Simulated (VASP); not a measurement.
# SnSe (Fm-3m) in VASP: further runs

Runs on SnSe. Level: HSE06. Tasks: single point.

Everything below comes from runs of VASP 6.6.1. Logs are shortened: lines on timing, memory, paths and dates and some standing lists are left out, and cuts for length are marked.

**1. Starting point**

Symmetry: Fm-3m, No. 225, cubic system. The conventional cell has a = 6.020 Å, b = 6.020 Å, c = 6.020 Å, α = 90.00°, β = 90.00°, γ = 90.00°. Around Sn (site symmetry m-3m) lie 6 Se at 3.01 Å. Se (site symmetry m-3m) has 6 Sn at 3.01 Å as nearest neighbours.

Measurements of this composition are mostly on another form, of space group No. 62.

**2. Single point, HSE06**

POSCAR reads:

```
SnSe
1.0
    0.0000000000      3.0100000000      3.0100000000
    3.0100000000      0.0000000000      3.0100000000
    3.0100000000      3.0100000000      0.0000000000
Sn Se
1 1
Direct
    0.0000000000      0.0000000000      0.0000000000
    0.5000000000      0.5000000000      0.5000000000
```

INCAR.step1 reads:

```
  PREC = Accurate
  ENCUT = 350
  EDIFF = 1E-5
  ISMEAR = 0
  SIGMA = 0.01
  LREAL = F
  LASPH = T
  NELM = 100
  ALGO = Normal
  ISIF = 2
  LWAVE = T
  LCHARG = F
  NBANDS = 18
  NKRED = 1
  GGA = PE
```

INCAR.step2 reads:

```
  PREC = Accurate
  ENCUT = 350
  EDIFF = 1E-6
  ISMEAR = 0
  SIGMA = 0.01
  LREAL = F
  LASPH = T
  NELM = 100
  ALGO = Normal
  ISIF = 2
  LWAVE = F
  LCHARG = F
  GGA = PE
  LHFCALC = T
  HFSCREEN = 0.2
  PRECFOCK = Normal
  NBANDS = 18
  NKRED = 1
  ISTART = 1
```

KPOINTS reads:

```
regular mesh
0
Gamma
  5 5 5
```

Potentials or basis: VASP PAW PBE potentials, release 64 (Sn_d, Se).

The run is started by

```bash
cat potpaw_PBE.64/Sn_d/POTCAR potpaw_PBE.64/Se/POTCAR > POTCAR
cp INCAR.step1 INCAR
mpirun -np 1 vasp_std > vasp.out
cp INCAR.step2 INCAR
mpirun -np 1 vasp_std > vasp.out
```

OUTCAR:

```text
PREC = Accurate
   ENCUT = 350
   EDIFF = 1E-6
   ISMEAR = 0
   LREAL = F
   LASPH = T
   NELM = 100
   ISIF = 2
   GGA = PE
   LHFCALC = T
   HFSCREEN = 0.2
   PRECFOCK = Normal
   NKRED = 1
   ISTART = 1

 Found     10 irreducible k-points:

 Following reciprocal coordinates:
            Coordinates               Weight
  0.000000  0.000000  0.000000      1.000000
  0.200000  0.000000  0.000000      8.000000
  0.400000  0.000000  0.000000      8.000000
  0.200000  0.200000  0.000000      6.000000
  0.400000  0.200000  0.000000     24.000000
 -0.400000  0.200000  0.000000     24.000000
   k-points           NKPTS =     10   k-points in BZ     NKDIM =    125   number of bands    NBANDS=     18
   number of dos      NEDOS =    301   number of ions     NIONS =      2
   total plane-waves  NPLWV =  21952
   dimension x,y,z NGX =    28 NGY =   28 NGZ =   28
   dimension x,y,z NGXF=    56 NGYF=   56 NGZF=   56
   ions per type =               1   1
   NGX,Y,Z   is equivalent  to a cutoff of  10.94, 10.94, 10.94 a.u.
   NGXF,Y,Z  is equivalent  to a cutoff of  21.87, 21.87, 21.87 a.u.
 SYSTEM =  unknown system
   PREC   = accura    normal or accurate (medium, high low for compatibility)
   ISTART =      1    job   : 0-new  1-cont  2-samecut
   ICHARG =      0    charge: 1-file 2-atom 10-const
   ISPIN  =      1    spin polarized calculation?
   LNONCOLLINEAR =      F non collinear calculations
   LSORBIT =      F    spin-orbit coupling
   LASPH  =      T    aspherical Exc in radial PAW
   ENCUT  =  350.0 eV  25.72 Ry    5.07 a.u.   6.49  6.49  6.49*2*pi/ulx,y,z
   NELM   =    100;   NELMIN=  2; NELMDL=  0     # of ELM steps
   EDIFF  = 0.1E-05   stopping-criterion for ELM
   LREAL  =      F    real-space projection
   EDIFFG = 0.1E-04   stopping-criterion for IOM
   NSW    =      0    number of steps for IOM
   IBRION =     -1    ionic relax: 0-MD 1-quasi-New 2-CG
   NFREE  =      0    steps in history (QN), initial steepest desc. (CG)
   ISIF   =      2    stress and relaxation
   ISYM   =      3    0-nonsym 1-usesym 2-fastsym
   POTIM  = 0.5000    time-step for ionic-motion
   TEBEG  =    0.0;   TEEND  =   0.0 temperature during run
   PSTRESS=    0.0 pullay stress
   NELECT =      20.0000    total number of electrons
   NUPDOWN=      -1.0000    fix difference up-down
   EMIN   =  10.00;   EMAX   =-10.00  energy-range for DOS
   EFERMI =   0.00;   METHOD = LEGACY
   ISMEAR =     0;   SIGMA  =   0.01  broadening in eV -4-tet -1-fermi 0-gaus
   EFERMI_NEDOS =   21; number of points for ismear=-14 and -15
   IALGO  =     38    algorithm
   IMIX   =      1    mixing-type and parameters
     AMIX     =   0.40;   BMIX     =  1.00
     AMIX_MAG =   1.60;   BMIX_MAG =  1.00
  volume/ion in A,a.u.               =      27.27       184.03
  Fermi-wavevector in a.u.,A,eV,Ry     =   1.171768  2.214321 18.681350  1.373040
  Thomas-Fermi vector in A             =   2.308207
   LORBIT       =      0    0 simple, 1 ext, 2 COOP (PROOUT), +10 PAW based schemes
   GGA     = PE    functional components
   LHFCALC =     T    Hartree Fock is set to
   PRECFOCK=normal    Normal, Fast or Accurate (Low or Medium for compatibility)
   ENCUT4O =  -1.0   cutoff for four orbital integrals eV
   NKREDX  =     1    reduce k-point grid by
   NKREDY  =     1    reduce k-point grid by
   NKREDZ  =     1    reduce k-point grid by
   AEXX    =    0.2500 exact exchange contribution
   HFSCREEN=    0.2000 screening length (either q_TF or 0.3 A-1)
   HFSCREENC=   0.2000 screening length for correlation (either q_TF or 0.3 A-1)
   ENCUTFOCK=  -1.0 apply spherical cutoff to Coloumb kernel
   IVDW    =     0    specifies the selected vdW correction
   LEPSILON=     F    determine dielectric tensor
   LRPA    =     F    only Hartree local field effects (RPA)
 non-spin polarized calculation
 Gauss-broadening in eV      SIGMA  =   0.01
  energy-cutoff  :      350.00
  volume of cell :       54.54
 maximum number of plane-waves:       869
 NGX is ok and might be reduce to    28
  NGX = 20; NGY = 20; NGZ = 20

 number of electron      19.9999997 magnetization

 Free energy of the ion-electron system (eV)
  ---------------------------------------------------
  ext. energy  EPLUGINS =         0.00000000
  ---------------------------------------------------
  free energy    TOTEN  =        -9.81037678 eV

  energy without entropy =       -9.81037678  energy(sigma->0) =       -9.81037678

 E-fermi :   5.3128     XC(G=0):  -7.9845

 val. band max:        5.2493887064   @ k =   0.4000   0.0000   0.0000
 cond. band min:       6.5840994523   @ k =  -0.2000   0.2000   0.0000
 fundamental gap:      1.3347107459
 Fermi energy:         5.3127763133

 k-point     1 :       0.0000    0.0000    0.0000
  band No.  band energies     occupation
      1     -18.5225      2.00000
      2     -18.5225      2.00000
      3     -18.5174      2.00000
      4     -18.5174      2.00000
      5     -18.5174      2.00000
      6     -10.0407      2.00000
[... 10 lines left out ...]
     17      14.2152      0.00000
     18      14.2152      0.00000

 k-point     2 :       0.2000    0.0000    0.0000
  band No.  band energies     occupation
      1     -18.5248      2.00000
      2     -18.5248      2.00000
      3     -18.5163      2.00000
      4     -18.5130      2.00000
      5     -18.5130      2.00000
      6      -9.7391      2.00000
[... 10 lines left out ...]
     17      16.6611      0.00000
     18      16.6611      0.00000

 k-point     3 :       0.4000    0.0000    0.0000
  band No.  band energies     occupation
      1     -18.5302      2.00000
      2     -18.5302      2.00000
      3     -18.5150      2.00000
      4     -18.5061      2.00000
      5     -18.5060      2.00000
      6      -9.1202      2.00000
[... 10 lines left out ...]
     17      17.3681      0.00000
     18      18.8805      0.00000

 k-point     4 :       0.2000    0.2000    0.0000
  band No.  band energies     occupation
      1     -18.5312      2.00000
      2     -18.5196      2.00000
      3     -18.5193      2.00000
      4     -18.5112      2.00000
      5     -18.5112      2.00000
      6      -9.6386      2.00000
[... 10 lines left out ...]
     17      14.7634      0.00000
     18      15.6011      0.00000

 k-point     5 :       0.4000    0.2000    0.0000
  band No.  band energies     occupation
      1     -18.5377      2.00000
      2     -18.5221      2.00000
      3     -18.5178      2.00000
      4     -18.5069      2.00000
      5     -18.5045      2.00000
      6      -9.1134      2.00000
[... 10 lines left out ...]
     17      17.4387      0.00000
     18      17.6408      0.00000

 k-point     6 :      -0.4000    0.2000    0.0000
  band No.  band energies     occupation
      1     -18.5358      2.00000
      2     -18.5272      2.00000
      3     -18.5125      2.00000
      4     -18.5076      2.00000
      5     -18.5047      2.00000
      6      -8.8574      2.00000
[... 10 lines left out ...]
     17      18.0842      0.00000
     18      19.3723      0.00000

 [... further k-points ...]

------------------------ aborting loop because EDIFF is reached ----------------------------------------

  FORCE on cell =-STRESS in cart. coord.  units (eV):
  Direction    XX          YY          ZZ          XY          YZ          ZX
  --------------------------------------------------------------------------------------
  -------------------------------------------------------------------------------------
  Total       -0.2281295     -0.2281295     -0.2281295      0.0000000      0.0000000     -0.0000000
  in kB       -6.7013532     -6.7013532     -6.7013532      0.0000000      0.0000000     -0.0000000
  external PRESSURE =      -6.7013532 kB  Pullay stress =       0.0000000 kB

 VOLUME and BASIS-vectors are now :
 -----------------------------------------------------------------------------
  energy-cutoff  :      350.00
  volume of cell :       54.54
      direct lattice vectors                 reciprocal lattice vectors
     0.000000000  3.010000000  3.010000000    -0.166112957  0.166112957  0.166112957
     3.010000000  0.000000000  3.010000000     0.166112957 -0.166112957  0.166112957
     3.010000000  3.010000000  0.000000000     0.166112957  0.166112957 -0.166112957

 POSITION                                       TOTAL-FORCE (eV/Angst)
 -----------------------------------------------------------------------------------
      0.00000      0.00000      0.00000         0.000000     -0.000000      0.000000
      3.01000      3.01000      3.01000        -0.000000      0.000000     -0.000000
 -----------------------------------------------------------------------------------
    total drift:                                0.000001      0.000002     -0.000008

  FREE ENERGIE OF THE ION-ELECTRON SYSTEM (eV)
  ---------------------------------------------------
  free  energy   TOTEN  =        -9.8103767802 eV

  energy  without entropy=       -9.8103767802  energy(sigma->0) =       -9.81037678
```

Run time: 7.1 min. Hardware: 1 thread of Intel Xeon 6975P-C (Granite Rapids), shared host; peak memory 0.26 GiB.

These settings aren't checked as converged: the numbers below hold their error.

Results:

| Item | Value |
| --- | --- |
| Free energy | -9.8104 eV |
| Pressure | -0.7 GPa |

Caveat: this odd mesh misses L, where the gap lies, so gap, dielectric constants and Born charges aren't listed; the PAW data sets were made with another functional, which shifts forces and pressure a little.

**3. Single point, HSE06**

POSCAR is that of step 2.

Changes to INCAR.step1 since step 2:

```diff
@@ -1,3 +1,3 @@
   PREC = Accurate
-  ENCUT = 350
+  ENCUT = 250
   EDIFF = 1E-5
```

Changes to INCAR.step2 since step 2:

```diff
@@ -1,3 +1,3 @@
   PREC = Accurate
-  ENCUT = 350
+  ENCUT = 250
   EDIFF = 1E-6
@@ -15,3 +15,3 @@
   HFSCREEN = 0.2
-  PRECFOCK = Normal
+  PRECFOCK = Fast
   NBANDS = 18
```

KPOINTS reads:

```
regular mesh
0
Gamma
  4 4 4
```

Potentials or basis: VASP PAW PBE potentials, release 64 (Sn_d, Se).

The run is started by

```bash
cat potpaw_PBE.64/Sn_d/POTCAR potpaw_PBE.64/Se/POTCAR > POTCAR
cp INCAR.step1 INCAR
mpirun -np 1 vasp_std > vasp.out
cp INCAR.step2 INCAR
mpirun -np 1 vasp_std > vasp.out
```

Wall time 41 s (1 thread of Intel Xeon 6975P-C (Granite Rapids), shared host); peak memory 0.24 GiB.

These settings aren't checked as converged: the numbers below hold their error.

Results:

```
Free energy            : -9.8028 eV
Band gap on the k mesh : 0.48 eV, direct
```

Caveat: the k mesh is coarse (spacing up to 0.45 Å⁻¹), so the values aren't converged, least of all with exact exchange; the cutoff is under 1.25 times the usual one of these potentials, so pressure, stress and relaxed cells hold a basis-set (Pulay) error; the PAW data sets were made with another functional, which shifts forces and pressure a little; spin-orbit coupling is left out, which moves the levels of the heavy elements.

**4. Single point, HSE06**

POSCAR is that of step 3.

Changes to INCAR.step1 since step 3:

```diff
@@ -1,3 +1,3 @@
   PREC = Accurate
-  ENCUT = 250
+  ENCUT = 350
   EDIFF = 1E-5
@@ -13,3 +13,3 @@
   NBANDS = 18
-  NKRED = 1
+  NKRED = 2
   GGA = PE
```

Changes to INCAR.step2 since step 3:

```diff
@@ -1,3 +1,3 @@
   PREC = Accurate
-  ENCUT = 250
+  ENCUT = 350
   EDIFF = 1E-6
@@ -17,3 +17,3 @@
   NBANDS = 18
-  NKRED = 1
+  NKRED = 2
   ISTART = 1
```

KPOINTS reads:

```
regular mesh
0
Gamma
  2 2 2
```

The run is started by

```bash
cat potpaw_PBE.64/Sn_d/POTCAR potpaw_PBE.64/Se/POTCAR > POTCAR
cp INCAR.step1 INCAR
mpirun -np 1 vasp_std > vasp.out
cp INCAR.step2 INCAR
mpirun -np 1 vasp_std > vasp.out
```

It took 11 s on 1 thread of Intel Xeon 6975P-C (Granite Rapids), shared host; peak memory 0.24 GiB.

The run converged, but some of its settings lie outside the range that counts as converged, so its numbers aren't taken as properties of the crystal.

What came out:

```
Free energy            : -11.0860 eV
Pressure               : -6.9 GPa
Band gap on the k mesh : 2.60 eV, direct
```

Caveat: the k mesh is coarse (spacing up to 0.90 Å⁻¹), so the values aren't converged, least of all with exact exchange; the PAW data sets were made with another functional, which shifts forces and pressure a little; spin-orbit coupling is left out, which moves the levels of the heavy elements.

**5. For comparison**

An earlier run on the cell as given: functional PBEsol; potentials or basis VASP PAW PBE potentials, release 64 (Sn_d, Se); cutoff 520 eV; k mesh 8 × 8 × 8; occupations fermi-dirac, width 0.05 eV; no spin polarisation.

- Pressure: -1.9 GPa
- Band gap on the k mesh: 0.65 eV, direct
